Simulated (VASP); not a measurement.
Si:

```
Si
1.0
     4.12095    0.00000    0.00000
    -2.06047    3.56885    0.00000
     0.00000    0.00000    2.65479
Si
2
Direct
  0.33333 0.66667 0.50000
  0.66667 0.33333 0.50000
```

The cell was built by a generator and needn't be a form met in nature.

Base run:

* Program: VASP 6.6.1
* Functional: revPBE
* Potentials or basis: VASP PAW PBE potentials, release 64 (Si)
* Cutoff: 520 eV
* k mesh: 8 × 8 × 10
* Occupations: fermi-dirac, width 0.05 eV
* Spin: no spin polarisation

Its results: pressure 0.9 GPa.

Question: The run is repeated on the same cell with these changes: functional from revPBE to AM05. What comes out?

Answer: Pressure -2.1 GPa.

AM05 binds more tightly than revPBE, so the same cell stands under less pressure.

Caveats: the PAW data sets were made with another functional, which shifts forces and pressure a little.
